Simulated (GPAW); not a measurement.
Here is a GPAW 26.7.0 calculation.

The input run.py:

```python
import json
import numpy as np
import spglib
from ase import Atoms
from ase.calculators.mixing import SumCalculator
from ase.io import read, write
from dftd3.ase import DFTD3
from phonopy import Phonopy
from phonopy.structure.atoms import PhonopyAtoms
from gpaw import GPAW, PW

atoms = read('Ti.cif')
cell, positions, numbers = spglib.find_primitive(
    (atoms.cell[:], atoms.get_scaled_positions(), atoms.numbers), symprec=1e-4)
atoms = Atoms(numbers, cell=cell, scaled_positions=positions, pbc=True)

calc = GPAW(mode=PW(510),
            xc='MGGA_X_RSCAN+MGGA_C_RSCAN',
            kpts={'size': (8, 8, 8), 'gamma': True},
            occupations={'name': 'fermi-dirac', 'width': 0.05},
            nbands=14,
            convergence={'density': 1e-06, 'eigenstates': 1e-09},
            maxiter=150,
            txt='gpaw.txt')
atoms.calc = SumCalculator([calc, DFTD3(method='rscan', damping='d3bj')])
energy = atoms.get_potential_energy()
forces = atoms.get_forces()
stress = atoms.get_stress()
calc.write('gs.gpw')
write('result.traj', atoms)
print('Cell:', atoms.cell.cellpar().round(4))
print(atoms.get_scaled_positions().round(5))

def force_constants(scale):
    unit = PhonopyAtoms(symbols=atoms.get_chemical_symbols(), cell=atoms.cell[:] * scale**(1 / 3),
                        scaled_positions=atoms.get_scaled_positions())
    ph = Phonopy(unit, supercell_matrix=np.diag([2, 2, 2]), primitive_matrix=np.eye(3), symprec=1e-4)
    ph.generate_displacements(distance=0.03)
    forces = []
    for i, sc in enumerate(ph.supercells_with_displacements):
        a = Atoms(sc.symbols, cell=sc.cell, scaled_positions=sc.scaled_positions, pbc=True)
        c = GPAW(mode=PW(510),
                 xc='MGGA_X_RSCAN+MGGA_C_RSCAN',
                 kpts={'size': (4, 4, 4), 'gamma': True},
                 occupations={'name': 'fermi-dirac', 'width': 0.05},
                 nbands=74,
                 convergence={'density': 1e-06, 'eigenstates': 1e-09},
                 maxiter=150,
                 txt=f'disp-{scale:.3f}-{i:02d}.txt')
        a.calc = SumCalculator([c, DFTD3(method='rscan', damping='d3bj')])
        f = a.get_forces()
        forces.append(f - f.mean(axis=0))
        print(f'displacement {i}: drift', f.mean(axis=0).round(5), flush=True)
    ph.forces = forces
    ph.produce_force_constants()
    ph.symmetrize_force_constants()
    return ph

qpoints = [[0.0, 0.0, 0.0], [0.0, 0.0, 0.5], [0.0, 0.5, 0.0], [0.0, 0.5, 0.5], [0.5, 0.0, 0.0], [0.5, 0.0, 0.5], [0.5, 0.5, 0.0], [0.5, 0.5, 0.5]]
results = {}
for scale in [1.0]:
    ph = force_constants(scale)
    ph.run_qpoints(qpoints)
    nu = ph.qpoints.frequencies * 33.35641  # THz to cm^-1
    results[f'{scale:.3f}'] = nu.tolist()
    for qp, f in zip(qpoints, nu):
        print(scale, np.round(qp, 4), f.round(2))

path = atoms.cell.bandpath('GHNGPH,PN', npoints=60, eps=1e-4)
ph.run_qpoints(path.kpts)
results['path'] = (ph.qpoints.frequencies * 33.35641).tolist()
results['path_q'] = path.kpts.tolist()
x, ticks, names = path.get_linear_kpoint_axis()
results['axis'] = [x.tolist(), list(ticks), names]
ph.run_mesh([15, 15, 15], is_gamma_center=True)
ph.run_thermal_properties(temperatures=[0, 100, 200, 300, 500, 800], cutoff_frequency=0.05)
tp = ph.thermal_properties
results['thermal'] = [list(v) for v in (tp.temperatures, tp.free_energy, tp.entropy, tp.heat_capacity)]
for t, fv, s, cv in zip(*results['thermal']):
    print(f'{t:6.0f} K  F {fv:9.4f} kJ/mol  S {s:9.4f} J/K/mol  Cv {cv:9.4f} J/K/mol')
json.dump(results, open('phonons.json', 'w'))
```

The input Ti.cif:

```cif
data_Ti
_cell_length_a 3.28200000
_cell_length_b 3.28200000
_cell_length_c 3.28200000
_cell_angle_alpha 90.00000000
_cell_angle_beta 90.00000000
_cell_angle_gamma 90.00000000
_space_group_name_H-M_alt 'Im-3m'
_space_group_name_Hall '-I 4 2 3'
_space_group_IT_number 229
loop_
_space_group_symop_operation_xyz
'x,y,z'
'-x,-y,-z'
'-y,x,z'
'y,-x,-z'
'-x,-y,z'
'x,y,-z'
'y,-x,z'
'-y,x,-z'
'x,-y,-z'
'-x,y,z'
'-y,-x,-z'
'y,x,z'
'-x,y,-z'
'x,-y,z'
'y,x,-z'
'-y,-x,z'
'z,x,y'
'-z,-x,-y'
'z,-y,x'
'-z,y,-x'
'z,-x,-y'
'-z,x,y'
'z,y,-x'
'-z,-y,x'
'-z,x,-y'
'z,-x,y'
'-z,-y,-x'
'z,y,x'
'-z,-x,y'
'z,x,-y'
'-z,y,x'
'z,-y,-x'
'y,z,x'
'-y,-z,-x'
'x,z,-y'
'-x,-z,y'
'-y,z,-x'
'y,-z,x'
'-x,z,y'
'x,-z,-y'
'-y,-z,x'
'y,z,-x'
'-x,-z,-y'
'x,z,y'
'y,-z,-x'
'-y,z,x'
'x,-z,y'
'-x,z,-y'
'x+1/2,y+1/2,z+1/2'
'-x+1/2,-y+1/2,-z+1/2'
'-y+1/2,x+1/2,z+1/2'
'y+1/2,-x+1/2,-z+1/2'
'-x+1/2,-y+1/2,z+1/2'
'x+1/2,y+1/2,-z+1/2'
'y+1/2,-x+1/2,z+1/2'
'-y+1/2,x+1/2,-z+1/2'
'x+1/2,-y+1/2,-z+1/2'
'-x+1/2,y+1/2,z+1/2'
'-y+1/2,-x+1/2,-z+1/2'
'y+1/2,x+1/2,z+1/2'
'-x+1/2,y+1/2,-z+1/2'
'x+1/2,-y+1/2,z+1/2'
'y+1/2,x+1/2,-z+1/2'
'-y+1/2,-x+1/2,z+1/2'
'z+1/2,x+1/2,y+1/2'
'-z+1/2,-x+1/2,-y+1/2'
'z+1/2,-y+1/2,x+1/2'
'-z+1/2,y+1/2,-x+1/2'
'z+1/2,-x+1/2,-y+1/2'
'-z+1/2,x+1/2,y+1/2'
'z+1/2,y+1/2,-x+1/2'
'-z+1/2,-y+1/2,x+1/2'
'-z+1/2,x+1/2,-y+1/2'
'z+1/2,-x+1/2,y+1/2'
'-z+1/2,-y+1/2,-x+1/2'
'z+1/2,y+1/2,x+1/2'
'-z+1/2,-x+1/2,y+1/2'
'z+1/2,x+1/2,-y+1/2'
'-z+1/2,y+1/2,x+1/2'
'z+1/2,-y+1/2,-x+1/2'
'y+1/2,z+1/2,x+1/2'
'-y+1/2,-z+1/2,-x+1/2'
'x+1/2,z+1/2,-y+1/2'
'-x+1/2,-z+1/2,y+1/2'
'-y+1/2,z+1/2,-x+1/2'
'y+1/2,-z+1/2,x+1/2'
'-x+1/2,z+1/2,y+1/2'
'x+1/2,-z+1/2,-y+1/2'
'-y+1/2,-z+1/2,x+1/2'
'y+1/2,z+1/2,-x+1/2'
'-x+1/2,-z+1/2,-y+1/2'
'x+1/2,z+1/2,y+1/2'
'y+1/2,-z+1/2,-x+1/2'
'-y+1/2,z+1/2,x+1/2'
'x+1/2,-z+1/2,y+1/2'
'-x+1/2,z+1/2,-y+1/2'
loop_
_atom_site_label
_atom_site_type_symbol
_atom_site_symmetry_multiplicity
_atom_site_Wyckoff_symbol
_atom_site_fract_x
_atom_site_fract_y
_atom_site_fract_z
_atom_site_occupancy
Ti1 Ti 2 a 0.0000000000 0.0000000000 0.0000000000 1
```

Potentials or basis: GPAW PAW data sets (gpaw-data 1.2.1), pw.

Launch:

```bash
$ OMP_NUM_THREADS=1 python run.py
```

**Question.** What does it give for the highest phonon frequency?

**Answer.** 179 cm⁻¹.

**Question.** Estimate the most unstable mode.

**Answer.** 189i cm⁻¹.

**Question.** Predict the band gap on the k mesh.

**Answer.** None (metal or under the smearing width).

**Question.** What does it give for the pressure?

**Answer.** -7.0 GPa.

Phonon frequencies in cm⁻¹ (negative: imaginary):
| q point | frequencies |
| --- | --- |
| (0.000, 0.000, 0.000) | 0 0 0 |
| (0.000, 0.000, 0.500) | -189 111 159 |
| (0.000, 0.500, 0.000) | -189 111 159 |
| (0.000, 0.500, 0.500) | -189 111 159 |
| (0.500, 0.000, 0.000) | -189 111 159 |
| (0.500, 0.000, 0.500) | -189 111 159 |
| (0.500, 0.500, 0.000) | -189 111 159 |
| (0.500, 0.500, 0.500) | 179 179 179 |

Caveat: the cell is more than 3 GPa from zero pressure, which shifts response properties; the cutoff is short for stress and forces, so pressures can be off by a GPa or more; some modes are imaginary; phonon bands are interpolated from a small supercell; the PAW data sets were made with another functional, which shifts forces and pressure a little; pairwise dispersion overbinds metals, which lowers pressure and volume.
